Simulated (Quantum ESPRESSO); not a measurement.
V, 1 atom in the cell. The structure is cubic, space group Im-3m (No. 229). Conventional cell: a = 3.029 Å, b = 3.029 Å, c = 3.029 Å, α = 90.00°, β = 90.00°, γ = 90.00°. V (site symmetry m-3m) is surrounded by 8 V at 2.62 Å. 

| Item | Value |
| --- | --- |
| Program | Quantum ESPRESSO 7.5 |
| Task | phonons |
| Functional | LDA |
| Potentials or basis | GBRV 1.5 LDA |
| Cutoff | 612 eV |
| Density cutoff | 4898 eV |
| k mesh | 8 × 8 × 8 |
| Occupations | cold, width 0.2 eV |
| Spin | collinear spin, ferromagnetic start |
| Starting moments | [2.0] μB |
| Form of the LDA correlation | PZ81 |
| Mixing beta | 0.3 |
| Most SCF iterations | 120 |
| SCF threshold | 2e-10 Ry |

Potentials or basis: GBRV 1.5 LDA.

The run is started by

```bash
$ OMP_NUM_THREADS=1 pw.x -in pw.in > pw.out
$ OMP_NUM_THREADS=1 pw.x -in relax.in > relax.out
$ OMP_NUM_THREADS=1 pw.x -in scf2.in > scf2.out
$ OMP_NUM_THREADS=1 ph.x -in ph.in > ph.out
```

Hardware: 1 thread of Arm Neoverse V2, with other jobs on the host.

Task: How long does it take, and how much memory?

Result: Wall time 2.5 min on 1 thread of Arm Neoverse V2, with other jobs on the host, peak memory 0.09 GiB. Counts: scf iterations 66, k pools 1, bands 15, ion steps 6, k points 29, g dense 10833.
